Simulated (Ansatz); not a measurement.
## Dielectric response of BN (10-10) films: cost of one run

Ansatz 0.2.0; plane-wave DFT, PBE, Ansatz PAW. The cell holds 16 atoms.

The input, input.yaml:

```yaml
crystal:
  lattice:
    - [2.55, 0.0, 0.0]
    - [0.0, 4.22, 0.0]
    - [0.0, 0.0, 25.3612159322]
  atoms:
    - { symbol: B, position: [0.0, 0.0, 0.3548725749] }
    - { symbol: "N", position: [0.0, 0.375, 0.3548725749] }
    - { symbol: B, position: [0.5, 0.5, 0.3838980599] }
    - { symbol: "N", position: [0.5, 0.875, 0.3838980599] }
    - { symbol: B, position: [0.5, 0.0, 0.44194903] }
    - { symbol: "N", position: [0.5, 0.375, 0.44194903] }
    - { symbol: B, position: [0.0, 0.5, 0.470974515] }
    - { symbol: "N", position: [0.0, 0.875, 0.470974515] }
    - { symbol: B, position: [0.0, 0.0, 0.529025485] }
    - { symbol: "N", position: [0.0, 0.375, 0.529025485] }
    - { symbol: B, position: [0.5, 0.5, 0.55805097] }
    - { symbol: "N", position: [0.5, 0.875, 0.55805097] }
    - { symbol: B, position: [0.5, 0.0, 0.6161019401] }
    - { symbol: "N", position: [0.5, 0.375, 0.6161019401] }
    - { symbol: B, position: [0.0, 0.5, 0.6451274251] }
    - { symbol: "N", position: [0.0, 0.875, 0.6451274251] }
kpoints:
  mp_grid: { grid: [10, 6, 1] }
hamiltonian:
  xc: pbe
scf:
  occupations: { method: fixed }
  convergence: { dr2_threshold: 1.0e-09 }
efield:
  axis: 3
  dipole_correction: true
  ramp_position: 0.97
  ramp_width: 0.06
relax:
  f_tol: 0.003
  max_steps: 100
output:
  write_potential: true
  write_density: true
  volumetric_format: npy
```

Started as:

```
> ansatz run input.yaml --threads 4 --pin off --max-ram 16384MiB --backend cpu --events-out ev --progress --plain --runs-dir out
```

The cutoff in use is 420 eV. For reference, a run of the same kind (20 atoms, 24 k-points, 60 bands and 5,795 plane waves; 32 SCF cycles) took 52 s and 0.82 GiB on the same hardware.

Q: Estimate wall time and peak memory on 4 threads of Arm Neoverse V1, shared host.

A cutoff of 420 eV is a sphere of radius 10.5 Å⁻¹, so a cell of 273 Å³ holds about V·G³/6π² = 5,334 plane waves. At two electrons a band, the 64 electrons need 32 bands, and 16 more are carried. Symmetry cuts the 10×6×1 mesh from 60 to 24 points. The run has 24 k-points, 48 bands and 5,339 plane waves. Taking the work of a cycle as k-points × spins × bands × plane waves, that is 0.74 times the reference, or 38 s at the reference's 32 cycles. The run needed 67 SCF cycles over 8 ionic steps, which makes it about 80 s. One copy of the wavefunctions takes 0.092 GiB at 16 bytes a coefficient, against 0.12 GiB in the reference; grids, projectors and work arrays come on top. Measured: about 66 s, with a peak of 0.72 GiB. The estimate holds within 25 %.

[Logs are printed without paths, hosts, clocks, repeated set-up lines and the standing remarks that a program may print on its own settings, such as how far it seeks lower states.]

[Hosts, paths, dates, database ids (printed as entryN), source tags and the programs' standing remarks are cut or masked in the printed files.]

[Maps of the electrostatic potential energy from Ansatz leave out the sawtooth potential of an applied field or a dipole correction, so their vacuum need not be flat; planar profiles and work functions include it.]
